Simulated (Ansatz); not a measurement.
Ge: energy along a strain

Ge, Cmmm, a = 2.765 Å, b = 5.039 Å, c = 2.643 Å. This isn't the element's structure at ambient conditions. Ansatz: PBEsol, PAW, 420 eV, Γ-centred 24×24×22 mesh on 1 atom, Gaussian smearing 0.15 eV; no spin polarisation. Cell vectors (Å): 1.383 -2.520 0.000; 1.383 2.520 0.000; 0.000 0.000 2.643. The cell is strained by x per cent times the pattern (0 1 0 0 0 0) in the order xx yy zz yz xz xy (engineering shears), with fractional coordinates held. y is the free energy over the start, V0 = 18.412 Å³/atom.

```
x (%) y (meV/atom)
-6.00             ?
-4.50         10.18
-3.00          3.08
-1.50         -0.13
 0.00          0.00
 1.50          3.34
 3.00          9.34
 4.50         17.47
 5.25         22.27
 6.00         27.57
```

**Question.** Fit y = c1 x + c2 x² + c3 x³ to the other rows, get the stiffness along the pattern, and predict the missing energy.

**Answer.** Least squares on the rows shown. y = 1.2185 x + 0.68371 x² − 0.020244 x³. The clamped-ion stiffness p·C·p = 2 × 6.837 eV × 160.2 / 18.412 Å³ = 119 GPa, which is C22 in these axes; c1 is there for the stress left in the start, which by itself gives a slope of 1.19 meV/atom per %. At x = -6.00 the fit asked for gives 21.68 meV/atom. The run gave 22.07 meV/atom, so the fit is 0.39 meV/atom too low, 1.4 % of the span of the series, against an rms of 0.05 meV/atom on the fitted rows. The row lies outside the fitted range. With a term in x⁴ added, a fit to the same known rows predicts 21.45 meV/atom, further off still.

Cost: 10 runs of about 3.3 core-minutes in all, on Arm Neoverse V2 (shared hosts).